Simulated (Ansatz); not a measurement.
A 2-atom cell of CaSe started from a crystallographic database (r2SCAN geometry), in Ansatz:

```xyz
2
Lattice="0.0000 2.9675 2.9675 2.9675 0.0000 2.9675 2.9675 2.9675 0.0000" Properties=species:S:1:pos:R:3 pbc="T T T"
Ca    0.0000    0.0000    0.0000
Se    2.9675    2.9675    2.9675
```

G0W0@PBE with 286 empty bands, a screening cutoff of 180 eV and a 6×6×6 mesh (PAW, contour deformation) gives 3.767 eV over the mesh points, from a PBE gap of 2.056 eV; it sums over 299 bands with 283 plane waves in the screening and a wave cutoff of 420 eV. The G0W0 figures hold for the stated bands, cutoff and mesh and aren't extrapolated. The values are computed, spin-unpolarised, and not measurements.

Task: Estimate the gap with potentials of the kind norm-conserving.

Result: 3.682 eV (-0.085 eV), from a Kohn-Sham gap of 2.056 eV.

Task: Another run gave a Kohn-Sham gap of 2.056 eV and a G0W0 gap of 3.621 eV, summing over 131 bands with 113 plane waves in the screening and a wave cutoff of 420 eV. What was changed?

Result: Empty bands 118, screening cutoff 100 eV. The counts of bands and plane waves show it.

Task: Estimate the gap with frequency model Godby-Needs pole.

Result: 3.729 eV (-0.038 eV), from a Kohn-Sham gap of 2.056 eV.

The runs are scalar-relativistic, without spin-orbit coupling.
